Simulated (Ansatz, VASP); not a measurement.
**One calculation of HfN, two programs**

```xyz
2
Lattice="0.0000 2.2627 2.2627 2.2627 0.0000 2.2627 2.2627 2.2627 0.0000" Properties=species:S:1:pos:R:3 pbc="T T T"
Hf    0.0000    0.0000    0.0000
N     2.2627    2.2627    2.2627
```

Alike in both runs: functional r2SCAN; k mesh 16 × 16 × 16; occupations gaussian, width 0.1 eV; no spin polarisation.

Ansatz relaxed the structure, and its values are those at the end. VASP's run is a single point on that final structure, the one shown.

|  | VASP | Ansatz |
| --- | --- | --- |
| version | VASP 6.6.1 | Ansatz 0.2.0 |
| potentials or method | VASP PAW PBE potentials, release 64 (Hf_pv, N) | scalar-relativistic, plane waves, PAW |
| plane-wave cutoff (eV) | 520 | 500 |
| valence electrons in the cell | 15 | 31 |

Ansatz gave:

| Item | Value |
| --- | --- |
| gap on the k mesh at the Fermi level (eV) | none |
| pressure (GPa) | 0.0 |

Question: Estimate VASP's values.

Answer: gap on the k mesh at the Fermi level (eV): none; pressure (GPa): -2.7.

A gap of «none» marks a metal or a gap that the smearing closes. The two sets of potentials don't hold the same shells in valence.

Caveats: the PAW data sets were made with another functional, which shifts forces and pressure a little (VASP). Spin-orbit coupling is left out, which matters for the levels of Hf.
